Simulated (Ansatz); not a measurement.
# V (Im-3m) in Ansatz: convergence with k mesh

Aim: find how far k mesh must go before the results for V settle, at PBEsol. This setting moves, with any that are tied to it; all else stays.

Program: Ansatz 0.2.0. These are calculated values, not measurements. Logs are shortened: lines on timing, memory, paths and dates and some standing lists are left out, and cuts for length are marked.

### 1 The structure

It takes space group Im-3m (No. 229, cubic). Conventional cell: a = 3.029 Å, b = 3.029 Å, c = 3.029 Å, α = 90.00°, β = 90.00°, γ = 90.00°. V (site symmetry m-3m) is surrounded by 8 V at 2.62 Å.

### 2 With k mesh 4 × 4 × 4

Input file input.yaml:

```yaml
crystal:
  lattice:
    - [-1.51435, 1.51435, 1.51435]
    - [1.51435, -1.51435, 1.51435]
    - [1.51435, 1.51435, -1.51435]
  atoms:
    - { symbol: V, position: [0.0, 0.0, 0.0], spin: 2.0 }
hamiltonian:
  xc: pbesol
  pseudopotentials: { kind: paw, source: jth, xc_functional: pbe }
magnetization:
  spin_polarized: true
kpoints:
  mp_grid: { grid: [4, 4, 4] }
scf:
  occupations: { method: fermi_dirac, width: 0.1 }
output:
  forces: true
  stress: true
  eigenvalues: true
```

Potentials or basis: JTH PAW.

Launch:

```console
$ ansatz run input.yaml --threads 2 --pin off --max-ram 5632MiB --backend cpu --events-out ev --progress --plain --runs-dir out
```

It took 0.77 s on 2 threads of Arm Neoverse V2, shared host; peak memory 0.3 GiB.

Results:

```yaml
Free_energy: -2884.9934 eV
Pressure: -12.1 GPa
Band_gap_on_the_k_mesh: none (metal or under the smearing width)
Net_moment: 0.00 μB per cell
Absolute_moment: 0.00 μB per cell
```

### 3 With k mesh 5 × 5 × 5

Edit input.yaml of step 2 so:

```diff
@@ -13,3 +13,3 @@
 kpoints:
-  mp_grid: { grid: [4, 4, 4] }
+  mp_grid: { grid: [5, 5, 5] }
 scf:
```

Potentials or basis: JTH PAW.

Launch:

```console
$ ansatz run input.yaml --threads 2 --pin off --max-ram 5632MiB --backend cpu --events-out ev --progress --plain --runs-dir out
```

Wall time 1.1 s (2 threads of Arm Neoverse V2, shared host); peak memory 0.3 GiB.

What came out:

```
Free energy            : -2884.8677 eV
Pressure               : -9.8 GPa
Band gap on the k mesh : none (metal or under the smearing width)
Net moment             : 0.00 μB per cell
Absolute moment        : 0.00 μB per cell
```

### 4 With k mesh 6 × 6 × 6

Edit input.yaml of step 3 so:

```diff
@@ -13,3 +13,3 @@
 kpoints:
-  mp_grid: { grid: [5, 5, 5] }
+  mp_grid: { grid: [6, 6, 6] }
 scf:
```

Launch:

```console
$ ansatz run input.yaml --threads 2 --pin off --max-ram 5632MiB --backend cpu --events-out ev --progress --plain --runs-dir out
```

Run time: 1.3 s. Hardware: 2 threads of Arm Neoverse V2, shared host; peak memory 0.31 GiB.

Results:

| Property | Result |
| --- | --- |
| Free energy | -2884.8619 eV |
| Pressure | -9.6 GPa |
| Band gap on the k mesh | none (metal or under the smearing width) |
| Net moment | 0.36 μB per cell |
| Absolute moment | 0.36 μB per cell |
| Site moments | V +0.28 μB |

### 5 With k mesh 7 × 7 × 7

Edit input.yaml of step 4 so:

```diff
@@ -13,3 +13,3 @@
 kpoints:
-  mp_grid: { grid: [6, 6, 6] }
+  mp_grid: { grid: [7, 7, 7] }
 scf:
```

Launch:

```console
$ ansatz run input.yaml --threads 2 --pin off --max-ram 5632MiB --backend cpu --events-out ev --progress --plain --runs-dir out
```

Run time: 1.4 s. Hardware: 2 threads of Arm Neoverse V2, shared host; peak memory 0.32 GiB.

What came out:

```
Free energy            : -2884.9048 eV
Pressure               : -10.8 GPa
Band gap on the k mesh : none (metal or under the smearing width)
Net moment             : 0.00 μB per cell
Absolute moment        : 0.00 μB per cell
```

### 6 With k mesh 9 × 9 × 9

Edit input.yaml of step 5 so:

```diff
@@ -13,3 +13,3 @@
 kpoints:
-  mp_grid: { grid: [7, 7, 7] }
+  mp_grid: { grid: [9, 9, 9] }
 scf:
```

Potentials or basis: JTH PAW.

Launch:

```console
$ ansatz run input.yaml --threads 2 --pin off --max-ram 5632MiB --backend cpu --events-out ev --progress --plain --runs-dir out
```

It took 2.2 s on 2 threads of Arm Neoverse V2, shared host; peak memory 0.35 GiB.

It converged, with:

| Property | Result |
| --- | --- |
| Free energy | -2884.8991 eV |
| Pressure | -11.1 GPa |
| Band gap on the k mesh | none (metal or under the smearing width) |
| Net moment | 0.00 μB per cell |
| Absolute moment | 0.00 μB per cell |

### 7 With k mesh 11 × 11 × 11

Edit input.yaml of step 6 so:

```diff
@@ -13,3 +13,3 @@
 kpoints:
-  mp_grid: { grid: [9, 9, 9] }
+  mp_grid: { grid: [11, 11, 11] }
 scf:
```

Launch:

```console
$ ansatz run input.yaml --threads 2 --pin off --max-ram 5632MiB --backend cpu --events-out ev --progress --plain --runs-dir out
```

It took 3.1 s on 2 threads of Arm Neoverse V2, shared host; peak memory 0.38 GiB.

Results (log left out):

```
Free energy            : -2884.8997 eV
Pressure               : -11.0 GPa
Band gap on the k mesh : none (metal or under the smearing width)
Net moment             : 0.00 μB per cell
Absolute moment        : 0.00 μB per cell
```

### 8 With k mesh 14 × 14 × 14

Edit input.yaml of step 7 so:

```diff
@@ -13,3 +13,3 @@
 kpoints:
-  mp_grid: { grid: [11, 11, 11] }
+  mp_grid: { grid: [14, 14, 14] }
 scf:
```

Launch:

```console
$ ansatz run input.yaml --threads 2 --pin off --max-ram 5632MiB --backend cpu --events-out ev --progress --plain --runs-dir out
```

Run time: 5.4 s. Hardware: 2 threads of Arm Neoverse V2, shared host; peak memory 0.46 GiB.

It converged, with:

* Free energy: -2884.9024 eV
* Pressure: -11.2 GPa
* Band gap on the k mesh: none (metal or under the smearing width)
* Net moment: 0.00 μB per cell
* Absolute moment: 0.00 μB per cell

### 9 With k mesh 17 × 17 × 17

Edit input.yaml of step 8 so:

```diff
@@ -13,3 +13,3 @@
 kpoints:
-  mp_grid: { grid: [14, 14, 14] }
+  mp_grid: { grid: [17, 17, 17] }
 scf:
```

Potentials or basis: JTH PAW.

Launch:

```console
$ ansatz run input.yaml --threads 2 --pin off --max-ram 5632MiB --backend cpu --events-out ev --progress --plain --runs-dir out
```

Run time: 8.3 s. Hardware: 2 threads of Arm Neoverse V2, shared host; peak memory 0.56 GiB.

The run converged. Its results:

- Free energy: -2884.9003 eV
- Pressure: -11.0 GPa
- Band gap on the k mesh: none (metal or under the smearing width)
- Net moment: 0.00 μB per cell
- Absolute moment: 0.00 μB per cell

### 10 With k mesh 20 × 20 × 20

Edit input.yaml of step 9 so:

```diff
@@ -13,3 +13,3 @@
 kpoints:
-  mp_grid: { grid: [17, 17, 17] }
+  mp_grid: { grid: [20, 20, 20] }
 scf:
```

Potentials or basis: JTH PAW.

Launch:

```console
$ ansatz run input.yaml --threads 2 --pin off --max-ram 5632MiB --backend cpu --events-out ev --progress --plain --runs-dir out
```

Output:

```text
Warning: the checks of this V dataset prove no rule for summing its radial tables, as where they were carried onto another mesh than they were made on, and Gregory's rule is taken, under which a leading mesh point left out moves its sums only by what lay on the interval it spanned. That does not make them correct, and they differ from Quantum ESPRESSO's on this file; a re-export a fraction of a mesh step off can move them. hamiltonian.pseudopotentials.radial_quadrature: simpson_from_first_knot sums it by `pw.x`'s rule; on a PAW file no value gives `pw.x`'s numbers. What more to know: hamiltonian.pseudopotentials.radial_quadrature, in the input reference
Warning: RAYON_NUM_THREADS=2 ignored (pool sized by the plan → 2); use --threads N
Engine: ansatz 0.2.0, aarch64-unknown-linux-gnu
Pseudopotentials: kind: paw
Pseudopotential: V, paw, valence charge 13, recommended cutoff 1410 eV (normal), V.paw.azcp
Functional definition: PBEsol
  exchange = pbesol_x
  correlation = pbesol_c
Crystal: 1 atoms, lattice volume = 13.891 Å³
Basis set: ecut = 1410 eV, 1601 PW (Γ), exchange–correlation on 72×72×72 points (8 copies of the dense FFT grid, shifted against one another)
Bands: 12, of which v1, the nominal top of the filled ones, is band 7 counted from 1 (6 counted from 0)
Symmetry: 48 space group operations
Space group: Im-3m (ITA 229), of the structure as read, at distance tolerance 2.4e-5 Å
Magnetic group: BNS 229.140 (UNI 1642), of the structure as read, at distance tolerance 2.4e-5 Å
k-points: 256 of 8000
Non-local potential: V, projectors of the file, l = 0: 2, l = 1: 2, l = 2: 2
PAW form: soft (Blöchl's): semilocal exchange-correlation on the pseudo side does not see the compensation charge
PAW frozen core: V, regenerated for the run's functional, and the local potential with it (the file was generated under x = pbe(κ = 0.804, μ = 0.2195149727645171), c = pbe(β = 0.06672455060314922))
PAW one-centre angular grid: V, 590 points (default); XC on 64 Gauss nodes
Initial density: superposition of atomic densities (chi_scale 0.1, normalization cell)
Starting moments: Σ|m| = 2 μB on 1 of 1 site
Initial wavefunctions: pseudopotential atomic-orbital guess
Functional: x = pbesol(κ = 0.804, μ = 0.12345679012345678), c = pbesol(β = 0.046)
SCF iter   1: F=—  HF=-2885.863707 eV  |F-HF|=—  |Δ(HF+E_count)|=         —  Δρ=1.63e-1 (↑1.63e-1 ↓8.10e-2)  dr2=1.20e0  dr2_m=1.82e0  M=0.430 μB ∫|m|=0.430 μB  β_m=0.30  ethr=3.10e-3  ⟨swp⟩=5.4  Hψ=38870  notcnv=0
Mixer restart at iter 1: flushing history
preconditioner: auto → none  [metal: Δε(μ)=0.005 eV  Ē_g=8.711 eV  σ=0.100 eV  W_gap=0.01  n_scr=0 (ndim 8)  ℏωp=22.3 eV  f_vac=0.000  D(μ)=1.47/eV (n_scr^D=18)]
SCF iter   2: F=—  HF=-2885.023519 eV  |F-HF|=—  |Δ(HF+E_count)|=   8.40e-1  Δρ=9.28e-2 (↑9.28e-2 ↓7.41e-2)  dr2=8.49e-2  dr2_m=8.76e-1  M=0.419 μB ∫|m|=0.419 μB  β_m=0.48  ethr=3.10e-3  ⟨swp⟩=2.9  Hψ=15665  notcnv=0  defer=147
SCF iter   3: F=—  HF=-2884.886303 eV  |F-HF|=—  |Δ(HF+E_count)|=   1.37e-1  Δρ=3.32e-2 (↑3.32e-2 ↓3.26e-2)  dr2=6.21e-4  dr2_m=1.37e-1  M=0.280 μB ∫|m|=0.280 μB  β_m=0.61  ethr=6.53e-4  ⟨swp⟩=2.0  Hψ=8401  notcnv=0  defer=146
SCF iter   4: F=—  HF=-2884.899137 eV  |F-HF|=—  |Δ(HF+E_count)|=   1.28e-2  Δρ=4.75e-3 (↑4.75e-3 ↓4.45e-3)  dr2=5.24e-4  dr2_m=2.45e-3  M=0.110 μB ∫|m|=0.110 μB  β_m=0.81  ethr=4.78e-6  ⟨swp⟩=2.0  Hψ=11168  notcnv=0  defer=139
SCF iter   5: F=—  HF=-2884.900300 eV  |F-HF|=—  |Δ(HF+E_count)|=   1.16e-3  Δρ=9.62e-4 (↑9.62e-4 ↓7.68e-4)  dr2=1.22e-4  dr2_m=6.58e-5  M=0.026 μB ∫|m|=0.026 μB  β_m=0.90  ethr=4.03e-6  ⟨swp⟩=2.2  Hψ=7984  notcnv=0  defer=139
SCF iter   6: F=—  HF=-2884.900635 eV  |F-HF|=—  |Δ(HF+E_count)|=   3.35e-4  Δρ=8.03e-4 (↑8.03e-4 ↓4.68e-4)  dr2=3.18e-5  dr2_m=4.72e-5  M=0.012 μB ∫|m|=0.012 μB  β_m=0.95  ethr=9.40e-7  ⟨swp⟩=2.8  Hψ=9268  notcnv=0  defer=139
SCF iter   7: F=—  HF=-2884.900663 eV  |F-HF|=—  |Δ(HF+E_count)|=   2.81e-5  Δρ=3.89e-5 (↑3.89e-5 ↓1.59e-5)  dr2=8.67e-8  dr2_m=9.01e-8  M=0.000 μB ∫|m|=0.000 μB  β_m=0.98  ethr=2.44e-7  ⟨swp⟩=2.5  Hψ=9078  notcnv=0  defer=139
SCF iter   8: F=—  HF=-2884.900663 eV  |F-HF|=—  |Δ(HF+E_count)|=   6.57e-8  Δρ=5.70e-6 (↑5.70e-6 ↓4.43e-6)  dr2=1.25e-8  dr2_m=3.49e-10  M=-0.000 μB ∫|m|=0.000 μB  β_m=0.99  ethr=6.67e-10  ⟨swp⟩=2.2  Hψ=8598  notcnv=0  defer=139
SCF iter   9: F=—  HF=-2884.900663 eV  |F-HF|=—  |Δ(HF+E_count)|=   4.57e-9  Δρ=4.21e-7 (↑3.31e-7 ↓4.21e-7)  dr2=2.07e-12  dr2_m=1.74e-11  M=-0.000 μB ∫|m|=0.000 μB  β_m=0.99  ethr=9.62e-11  ⟨swp⟩=2.6  Hψ=9276  notcnv=0  defer=139
SCF iter  10: F=-2884.900663 eV  HF=-2884.900663 eV  |F-HF|=1.36e-12  |Δ(HF+E_count)|=  3.41e-11  Δρ=9.37e-8 (↑8.89e-8 ↓9.37e-8)  dr2=5.76e-14  dr2_m=1.02e-12  M=-0.000 μB ∫|m|=0.000 μB  ethr=1.00e-12  ⟨swp⟩=2.2  Hψ=17400  notcnv=0
SCF 1 converged in 10 iterations: F = -2884.900663 eV  dr2 = 5.76e-14
the search or the solves at the SCF's close seem to have found levels that the self-consistency loop had missed (the run counts 1). By its estimate they hold under 1e-12 electrons; where the run keeps them, the occupations were computed again with them
WARN: the starting moments were not kept: the SCF closed with an absolute magnetisation of 4.0e-6 μB, where they sum to 2 μB in size (1 site). That is at most 0.1 of that sum. Measured as dr2_m measures the in/out step, that magnetisation stands 6.6e-12 eV from none, at or under the dr2_threshold of 1.0e-7 eV: it is no larger than a step whose dr2_m would equal this threshold. The system may hold no moment; this SCF shows only that its start led to no more than that. To try another start: raise the starting moments (crystal.atoms[].spin, magnetization.per_species, magnetization.initial_magnetization, or on a non-collinear deck that types none of these the spinor_matrix: blocks that start its atoms; where the total moment is fixed, keep their sum and leave initial_magnetization as it is; typed ones take the place of any that the run laid by itself, positive ones on a crystal's lanthanoids without a Hubbard term where scf.initial_density.shell_occupations: [] is typed) or, if the notice of its spin-set hold's release reads "site moments contracting" or "site moments show no strong build", lengthen the hold (scf.mixing.spin_hold: { on: { confirm: 4 } }; for m-r²SCAN on two components see the key's manual first). Each may lead to a state that holds a moment. A second SCF, from the converged charge density, with the starting moments and any scf.initial_density.shell_occupations laid on it anew, would have followed, and was not run: the deck does not ask for one (magnetization.retry_lost_moments is false, the default). To let it run, set magnetization.retry_lost_moments: true and run the deck again, where that key's refused combinations let it; where memory then withholds it, that run's warning says so.
SCF converged after 10 iterations
Magnetization: -0.0000 μB (6.5000 up, 6.5000 down)
Absolute magnetization: 0.0000 μB (∫|ρ↑−ρ↓|, with the PAW one-centre terms)
Spin contamination: 0.0000 ħ² per cell (⟨S²⟩ above its minimum at these occupations)
Per-site moments (μB) at R_I (Å): [(-3.0130895316847747e-6, 1.081959095432296)]
Free energy (F): -2884.900663 eV
Harris-Foulkes:  -2884.900663 eV  (|F-HF|=1.36e-12)
Internal energy: -2884.842445 eV  (E = F + TS)
E sigma→0 (E₀):  -2884.871554 eV
Entropy (-TS):   -0.058219 eV (-58.219 meV/atom)
Fermi energy:    16.202418 eV
--- Per-component energies (eV) ---
  E_band       = -148.009863
  E_kinetic    = 268.666000
  E_local      = -1114.626127  (includes V_loc(G=0)·N_el)
  E_nonlocal   = 216.201635
  E_hartree    = 379.119853
  E_xc         = -103.281538
  E_vxc        = -130.231342  (∫ρ·V_xc dr)
  E_paw        = -1069.022015  (= ΣΔE_a)
  E_vpaw       = -146.259732  (= ΣTr[D̂ρ^β])
  E_aug_tail   = -0.000003  (compensation charges beyond the density's cutoff)
  E_ewald      = -1462.049804
  E_core_change = 0.149554  (= ΣΔE_core)
  E_smearing   = -0.058219  (= −TS)
  E_closure    = 0.000000  (closes the sum)
  Σ components = -2884.900663   (vs F -2884.900663, Δ=0.00e0)
--- Forces (eV/Å), atoms counted from 1 ---
  atom   1  V     -0.00000000     0.00000000     0.00000000
  max |Σ_I F_I| component: 2.51e-31 eV/Å
--- Stress (GPa, compression-positive) ---
      -11.054372      -0.000000       0.000000
        0.000000     -11.054372       0.000000
        0.000000      -0.000000     -11.054372
  P = ⅓ Tr σ = -11.0544 GPa (-110.544 kbar)
--- Band table (eV; the first three rows and the last of 512) ---
  k-point 0 ↑: bands = ["-47.3332", "-20.7788", "-20.7788", "-20.7788", "9.6411", "16.5926", "16.5926", "16.5926", "18.5162", "18.5162", "36.4913", "36.4913"]
  k-point 1 ↑: bands = ["-47.3289", "-20.7999", "-20.7853", "-20.7789", "9.7401", "16.5510", "16.5844", "16.6620", "18.4676", "18.5188", "36.2828", "36.4709"]
  k-point 2 ↑: bands = ["-47.3164", "-20.8609", "-20.8040", "-20.7793", "10.0308", "16.4324", "16.5486", "16.8670", "18.3490", "18.5281", "35.6747", "36.3452"]
  k-point 255 ↓: bands = ["-47.0316", "-21.3456", "-21.3456", "-21.3456", "13.3229", "13.3229", "19.7865", "19.7865", "19.7865", "26.0675", "26.0675", "26.0675"]
```

Run time: 15 s. Hardware: 2 threads of Arm Neoverse V2, shared host; peak memory 0.69 GiB.

Results:

```yaml
Free_energy: -2884.9007 eV
Pressure: -11.1 GPa
Band_gap_on_the_k_mesh: none (metal or under the smearing width)
Net_moment: 0.00 μB per cell
Absolute_moment: 0.00 μB per cell
```

### 11 Result

```csv
k mesh,"energy less the tightest run, at zero smearing (meV/atom)",pressure (GPa),absolute moment (μB),SCF cycles,CPU time (s),peak memory (GiB)
4 × 4 × 4,-105.19,-12.11,0.00,9,1.4,0.3
5 × 5 × 5,38.34,-9.80,0.00,12,1.9,0.3
6 × 6 × 6,45.73,-9.64,0.36,10,2.3,0.31
7 × 7 × 7,-4.09,-10.82,0.00,10,2.5,0.32
9 × 9 × 9,2.97,-11.09,0.00,11,4.2,0.35
11 × 11 × 11,1.45,-11.02,0.00,10,6,0.38
14 × 14 × 14,-3.14,-11.18,0.00,10,10,0.46
17 × 17 × 17,0.94,-11.02,0.00,10,16,0.56
20 × 20 × 20,0.00,-11.05,0.00,10,29,0.69
```

Against the tightest run, the energy stays within 1 meV/atom from 17 × 17 × 17 on; the pressure stays within 0.1 GPa from 17 × 17 × 17 on; the absolute moment stays within 0.02 μB from 7 × 7 × 7 on. Meshes of other sizes hit other points, so gaps and Fermi surfaces needn't settle smoothly. The tightest run that finished is the yardstick and may itself not be fully converged.

Caveats: the starting moments weren't kept.
